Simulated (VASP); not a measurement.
# KZnF3 (Pm-3m) in VASP: density of states with PBE

Aim: the density of states of KZnF3 with PBE.

Program: VASP 6.6.1. These are calculated values, not measurements. Logs are shortened: lines on timing, memory, paths and dates and some standing lists are left out, and cuts for length are marked.

### 1 The crystal as given

It takes space group Pm-3m (No. 221, cubic). The conventional cell has a = 4.128 Å, b = 4.128 Å, c = 4.128 Å, α = 90.00°, β = 90.00°, γ = 90.00°. Around K (site symmetry m-3m) lie 12 F at 2.92 Å. Zn (site symmetry m-3m) has 6 F at 2.06 Å as nearest neighbours. Around F (site symmetry 4/mmm) lie 2 Zn at 2.06 Å.

### 2 Density of states, PBE

Contents of POSCAR:

```
KZnF3
1.0
    4.1275598768      0.0000000000      0.0000000000
    0.0000000000      4.1275598768      0.0000000000
    0.0000000000      0.0000000000      4.1275598768
K Zn F
1 1 3
Direct
    0.0000000000      0.0000000000      0.0000000000
    0.5000000000      0.5000000000      0.5000000000
    0.5000000000      0.5000000000      0.0000000000
    0.0000000000      0.5000000000      0.5000000000
    0.5000000000      0.0000000000      0.5000000000
```

Contents of INCAR.step1:

```
PREC     = Accurate       # precision mode
ENCUT    = 520            # plane-wave cutoff, eV
EDIFF    = 1E-7           # SCF threshold, eV
ISMEAR   = 0              # smearing method
SIGMA    = 0.02           # smearing width, eV
LREAL    = False          # projectors in reciprocal space
LASPH    = True           # aspherical terms in the spheres
NELM     = 100            # most SCF steps
ALGO     = Fast           # electronic algorithm
ISIF     = 2              # what is computed and relaxed
LWAVE    = False          # write WAVECAR
LCHARG   = True           # write CHGCAR
GGA      = PE             # functional
NBANDS   = 29             # bands
```

Contents of KPOINTS.step1:

```
regular mesh
0
Gamma
  6 6 6
```

Contents of INCAR.step2:

```
PREC     = Accurate       # precision mode
ENCUT    = 520            # plane-wave cutoff, eV
EDIFF    = 1E-7           # SCF threshold, eV
ISMEAR   = -5             # smearing method
SIGMA    = 0.02           # smearing width, eV
LREAL    = False          # projectors in reciprocal space
LASPH    = True           # aspherical terms in the spheres
NELM     = 100            # most SCF steps
ALGO     = Fast           # electronic algorithm
ISIF     = 2              # what is computed and relaxed
LWAVE    = False          # write WAVECAR
LCHARG   = False          # write CHGCAR
GGA      = PE             # functional
LORBIT   = 11             # projections on sites
NBANDS   = 29             # bands
NEDOS    = 1001           # points of the DOS
ICHARG   = 11             # starting density
```

Contents of KPOINTS.step2:

```
regular mesh
0
Gamma
  9 9 9
```

Potentials or basis: VASP PAW PBE potentials, release 64 (K_sv, Zn, F).

Command:

```bash
cat potpaw_PBE.64/K_sv/POTCAR potpaw_PBE.64/Zn/POTCAR potpaw_PBE.64/F/POTCAR > POTCAR
cp INCAR.step1 INCAR
cp KPOINTS.step1 KPOINTS
mpirun -np 1 vasp_std > vasp.out
cp INCAR.step2 INCAR
cp KPOINTS.step2 KPOINTS
mpirun -np 1 vasp_std > vasp.out
```

OUTCAR:

```text
PREC = Accurate
   ENCUT = 520
   EDIFF = 1E-7
   ISMEAR = -5
   LREAL = False
   LASPH = True
   NELM = 100
   ISIF = 2
   GGA = PE
   LORBIT = 11
   ICHARG = 11

 ion  position               nearest neighbor table
   1  0.000  0.000  0.000-
   2  0.500  0.500  0.500-   3 2.06   4 2.06   5 2.06   3 2.06   5 2.06   4 2.06
   3  0.500  0.500  0.000-   2 2.06   2 2.06
   4  0.000  0.500  0.500-   2 2.06   2 2.06
   5  0.500  0.000  0.500-   2 2.06   2 2.06

  LATTYP: Found a simple cubic cell.
 ALAT       =     4.1275598768

  Lattice vectors:

 A1 = (   4.1275598768,   0.0000000000,   0.0000000000)
 A2 = (   0.0000000000,   4.1275598768,   0.0000000000)
 A3 = (   0.0000000000,   0.0000000000,   4.1275598768)

Analysis of symmetry for initial positions (statically):
=====================================================================
 Subroutine PRICEL returns:
 Original cell was already a primitive cell.

 Routine SETGRP: Setting up the symmetry group for a
 simple cubic supercell.

 Subroutine GETGRP returns: Found 48 space group operations
 (whereof 48 operations were pure point group operations)
 out of a pool of 48 trial point group operations.

The static configuration has the point symmetry O_h .

Analysis of symmetry for dynamics (positions and initial velocities):
=====================================================================
 Subroutine PRICEL returns:
 Original cell was already a primitive cell.

 Routine SETGRP: Setting up the symmetry group for a
 simple cubic supercell.

 Subroutine GETGRP returns: Found 48 space group operations
 (whereof 48 operations were pure point group operations)
 out of a pool of 48 trial point group operations.

The dynamic configuration has the point symmetry O_h .

 Subroutine INISYM returns: Found 48 space group operations
 (whereof 48 operations are pure point group operations),
 and found     1 'primitive' translations

----------------------------------------------------------------------------------------

                                     Primitive cell

  volume of cell :      70.3202

  direct lattice vectors                    reciprocal lattice vectors
     4.127559877  0.000000000  0.000000000     0.242273893  0.000000000  0.000000000
     0.000000000  4.127559877  0.000000000     0.000000000  0.242273893  0.000000000
     0.000000000  0.000000000  4.127559877     0.000000000  0.000000000  0.242273893

  length of vectors
     4.127559877  4.127559877  4.127559877     0.242273893  0.242273893  0.242273893

  position of ions in fractional coordinates (direct lattice)
     0.000000000  0.000000000  0.000000000
     0.500000000  0.500000000  0.500000000
     0.500000000  0.500000000  0.000000000
     0.000000000  0.500000000  0.500000000
     0.500000000  0.000000000  0.500000000

  ion indices of the primitive-cell ions
   primitive index   ion index
                 1           1
                 2           2
                 3           3
                 4           4
                 5           5

----------------------------------------------------------------------------------------

 KPOINTS: regular mesh

Automatic generation of k-mesh.
 Grid dimensions read from file:
 generate k-points for:    9    9    9

 Generating k-lattice:

  Cartesian coordinates                     Fractional coordinates (reciprocal lattice)
     0.026919321  0.000000000  0.000000000     0.111111111  0.000000000  0.000000000
     0.000000000  0.026919321  0.000000000     0.000000000  0.111111111  0.000000000
     0.000000000  0.000000000  0.026919321     0.000000000  0.000000000  0.111111111

  Length of vectors
     0.026919321  0.026919321  0.026919321

  Shift w.r.t. Gamma in fractional coordinates (k-lattice)
     0.000000000  0.000000000  0.000000000

 TETIRR: Found    353 inequivalent tetrahedra from     4374

 Subroutine IBZKPT returns following result:
 ===========================================

 Found     35 irreducible k-points:

 Following reciprocal coordinates:
            Coordinates               Weight
  0.000000  0.000000  0.000000      1.000000
  0.111111  0.000000  0.000000      6.000000
  0.222222  0.000000  0.000000      6.000000
  0.333333  0.000000  0.000000      6.000000
  0.444444  0.000000  0.000000      6.000000
  0.111111  0.111111  0.000000     12.000000
[... 16 lines left out ...]
  0.333333  0.333333  0.111111     24.000000
  0.444444  0.333333  0.111111     48.000000
 [... further k-points ...]
   k-points           NKPTS =     35   k-points in BZ     NKDIM =     35   number of bands    NBANDS=     29
   number of dos      NEDOS =   1001   number of ions     NIONS =      5
   total plane-waves  NPLWV =  32768
   dimension x,y,z NGX =    32 NGY =   32 NGZ =   32
   dimension x,y,z NGXF=    64 NGYF=   64 NGZF=   64
   ions per type =               1   1   3
   NGX,Y,Z   is equivalent  to a cutoff of  12.89, 12.89, 12.89 a.u.
   NGXF,Y,Z  is equivalent  to a cutoff of  25.78, 25.78, 25.78 a.u.
 SYSTEM =  unknown system
   PREC   = accura    normal or accurate (medium, high low for compatibility)
   ISTART =      0    job   : 0-new  1-cont  2-samecut
   ICHARG =     11    charge: 1-file 2-atom 10-const
   ISPIN  =      1    spin polarized calculation?
   LNONCOLLINEAR =      F non collinear calculations
   LSORBIT =      F    spin-orbit coupling
   LASPH  =      T    aspherical Exc in radial PAW
   ENCUT  =  520.0 eV  38.22 Ry    6.18 a.u.   7.67  7.67  7.67*2*pi/ulx,y,z
   NELM   =    100;   NELMIN=  2; NELMDL=  0     # of ELM steps
   EDIFF  = 0.1E-06   stopping-criterion for ELM
   LREAL  =      F    real-space projection
[... 7 lines left out ...]
   TEBEG  =    0.0;   TEEND  =   0.0 temperature during run
   PSTRESS=    0.0 pullay stress
   NELECT =      42.0000    total number of electrons
   NUPDOWN=      -1.0000    fix difference up-down
   EMIN   =  10.00;   EMAX   =-10.00  energy-range for DOS
   EFERMI =   0.00;   METHOD = LEGACY
   ISMEAR =    -5;   SIGMA  =   0.02  broadening in eV -4-tet -1-fermi 0-gaus
   EFERMI_NEDOS =   21; number of points for ismear=-14 and -15
   IALGO  =     68    algorithm
   IMIX   =      4    mixing-type and parameters
     AMIX     =   0.40;   BMIX     =  1.00
     AMIX_MAG =   1.60;   BMIX_MAG =  1.00
  volume/ion in A,a.u.               =      14.06        94.91
  Fermi-wavevector in a.u.,A,eV,Ry     =   1.378683  2.605334 25.861517  1.900768
  Thomas-Fermi vector in A             =   2.503722
   LORBIT       =     11    0 simple, 1 ext, 2 COOP (PROOUT), +10 PAW based schemes
   GGA     = PE    functional components
   LHFCALC =     F    Hartree Fock is set to
   AEXX    =    0.0000 exact exchange contribution
   IVDW    =     0    specifies the selected vdW correction
   LEPSILON=     F    determine dielectric tensor
   LRPA    =     F    only Hartree local field effects (RPA)
 non-spin polarized calculation
 RMM-DIIS sequential band-by-band and
 Fermi weights with tetrahedron method with Bloechl corrections
  energy-cutoff  :      520.00
  volume of cell :       70.32
 maximum number of plane-waves:      1916
 NGX is ok and might be reduce to    32

 number of electron      41.9999991 magnetization

 Free energy of the ion-electron system (eV)
  ---------------------------------------------------
  ext. energy  EPLUGINS =         0.00000000
  ---------------------------------------------------
  free energy    TOTEN  =       -20.33207348 eV

  energy without entropy =      -20.33207348  energy(sigma->0) =      -20.33207348

 E-fermi :  -1.3638     XC(G=0):  -9.5882

 val. band max:       -1.3904802583   @ k =   0.4444   0.4444   0.0000
 cond. band min:       2.3275562201   @ k =   0.0000   0.0000   0.0000
 fundamental gap:      3.7180364784
 Fermi energy:        -1.3638122664

 k-point     1 :       0.0000    0.0000    0.0000
  band No.  band energies     occupation
      1     -28.2344      2.00000
      2     -22.4700      2.00000
      3     -21.9184      2.00000
      4     -21.9184      2.00000
      5     -11.7127      2.00000
      6     -11.7127      2.00000
[... 21 lines left out ...]
     28       9.8434      0.00000
     29      12.4925      0.00000

 k-point     2 :       0.1111    0.0000    0.0000
  band No.  band energies     occupation
      1     -28.2326      2.00000
      2     -22.4576      2.00000
      3     -21.9302      2.00000
      4     -21.9176      2.00000
      5     -11.7136      2.00000
      6     -11.7087      2.00000
[... 21 lines left out ...]
     28       9.8762      0.00000
     29      12.4372      0.00000

 k-point     3 :       0.2222    0.0000    0.0000
  band No.  band energies     occupation
      1     -28.2280      2.00000
      2     -22.4202      2.00000
      3     -21.9629      2.00000
      4     -21.9160      2.00000
      5     -11.7160      2.00000
      6     -11.6985      2.00000
[... 21 lines left out ...]
     28       9.9630      0.00000
     29      12.1936      0.00000

 k-point     4 :       0.3333    0.0000    0.0000
  band No.  band energies     occupation
      1     -28.2227      2.00000
      2     -22.3701      2.00000
      3     -22.0081      2.00000
      4     -21.9144      2.00000
      5     -11.7187      2.00000
      6     -11.6869      2.00000
[... 597 lines left out ...]
     28      10.3883      0.00000
     29      11.2873      0.00000

 k-point    23 :       0.3333    0.3333    0.1111
  band No.  band energies     occupation
      1     -28.2120      2.00000
      2     -22.2467      2.00000
      3     -22.0248      2.00000
      4     -21.9786      2.00000
      5     -11.7622      2.00000
      6     -11.7371      2.00000
[... 21 lines left out ...]
     28      10.1818      0.00000
     29      11.2890      0.00000

 k-point    24 :       0.4444    0.3333    0.1111
  band No.  band energies     occupation
      1     -28.2093      2.00000
      2     -22.1976      2.00000
      3     -22.0515      2.00000
      4     -21.9905      2.00000
      5     -11.7678      2.00000
      6     -11.7538      2.00000
[... 21 lines left out ...]
     28      10.2845      0.00000
     29      11.2636      0.00000

 [... further k-points ...]
[... 5 lines left out ...]
  --------------------------------------------------------------------------------------
  -------------------------------------------------------------------------------------
  Total        0.0991742      0.0991742      0.0991742     -0.0000000     -0.0000000      0.0000000
  in kB        2.2595864      2.2595864      2.2595864     -0.0000000     -0.0000000      0.0000000
  external PRESSURE =       2.2595864 kB  Pullay stress =       0.0000000 kB

 VOLUME and BASIS-vectors are now :
 -----------------------------------------------------------------------------
  energy-cutoff  :      520.00
  volume of cell :       70.32
      direct lattice vectors                 reciprocal lattice vectors
     4.127559877  0.000000000  0.000000000     0.242273893  0.000000000  0.000000000
     0.000000000  4.127559877  0.000000000     0.000000000  0.242273893  0.000000000
     0.000000000  0.000000000  4.127559877     0.000000000  0.000000000  0.242273893

 POSITION                                       TOTAL-FORCE (eV/Angst)
 -----------------------------------------------------------------------------------
      0.00000      0.00000      0.00000         0.000000      0.000000      0.000000
      2.06378      2.06378      2.06378         0.000000      0.000000      0.000000
      2.06378      2.06378      0.00000         0.000000      0.000000      0.000000
      0.00000      2.06378      2.06378         0.000000      0.000000      0.000000
      2.06378      0.00000      2.06378         0.000000      0.000000      0.000000
 -----------------------------------------------------------------------------------
    total drift:                                0.000000     -0.000000     -0.000000

  FREE ENERGIE OF THE ION-ELECTRON SYSTEM (eV)
  ---------------------------------------------------
  free  energy   TOTEN  =       -20.3320734780 eV

  energy  without entropy=      -20.3320734780  energy(sigma->0) =      -20.33207348

 total charge

# of ion       s       p       d       tot
------------------------------------------
    1        1.953   5.587   0.020   7.560
    2        0.327   0.334   9.930  10.591
    3        1.733   4.354   0.000   6.087
    4        1.733   4.354   0.000   6.087
    5        1.733   4.354   0.000   6.087
--------------------------------------------------
tot          7.480  18.983   9.950  36.413
```

Run time: 2.7 min. Hardware: 1 thread of Intel Xeon Platinum 8375C at 2.90GHz (Ice Lake), shared host; peak memory 0.2 GiB.

What came out:

```yaml
Valence_electrons_inside_the_program's_atomic_spheres: K 7.56; Zn 10.59; F 6.09
```

States per cell in windows of 0.5 eV (zero at the valence-band top; states under -8 eV left out):
```csv
from (eV),total,Zn2_d,F3_p,F4_p,F5_p,Zn2_s,Zn2_p
-8.0,0.00,0.00,0.00,0.00,0.00,0.00,0.00
-7.5,0.00,0.00,0.00,0.00,0.00,0.00,0.00
-7.0,0.00,0.00,0.00,0.00,0.00,0.00,0.00
-6.5,0.00,0.00,0.00,0.00,0.00,0.00,0.00
-6.0,0.02,0.00,0.00,0.00,0.00,0.01,0.00
-5.5,1.14,0.25,0.17,0.17,0.17,0.14,0.01
-5.0,1.82,0.85,0.22,0.22,0.22,0.05,0.02
-4.5,1.60,0.70,0.20,0.20,0.20,0.02,0.04
-4.0,5.66,3.20,0.51,0.51,0.51,0.02,0.10
-3.5,2.00,1.47,0.11,0.11,0.11,0.00,0.03
-3.0,0.54,0.37,0.03,0.03,0.03,0.00,0.01
-2.5,2.07,0.67,0.32,0.32,0.32,0.01,0.03
-2.0,7.09,1.27,1.45,1.45,1.45,0.03,0.02
-1.5,4.98,0.56,1.17,1.17,1.17,0.01,0.02
-1.0,0.93,0.34,0.16,0.16,0.16,0.01,0.01
-0.5,0.83,0.34,0.14,0.14,0.14,0.00,0.01
0.0,0.08,0.03,0.01,0.01,0.01,0.00,0.00
0.5,0.00,0.00,0.00,0.00,0.00,0.00,0.00
1.0,0.00,0.00,0.00,0.00,0.00,0.00,0.00
1.5,0.00,0.00,0.00,0.00,0.00,0.00,0.00
2.0,0.00,0.00,0.00,0.00,0.00,0.00,0.00
2.5,0.00,0.00,0.00,0.00,0.00,0.00,0.00
3.0,0.00,0.00,0.00,0.00,0.00,0.00,0.00
3.5,0.01,0.00,0.00,0.00,0.00,0.00,0.00
4.0,0.06,0.00,0.00,0.00,0.00,0.02,0.00
4.5,0.10,0.00,0.00,0.00,0.00,0.04,0.00
5.0,0.15,0.00,0.01,0.01,0.01,0.05,0.00
5.5,0.21,0.00,0.01,0.01,0.01,0.07,0.01
6.0,0.34,0.00,0.02,0.02,0.02,0.12,0.01
6.5,0.39,0.00,0.03,0.03,0.03,0.13,0.01
7.0,0.40,0.00,0.03,0.03,0.03,0.12,0.02
7.5,0.27,0.00,0.02,0.02,0.02,0.07,0.02
```
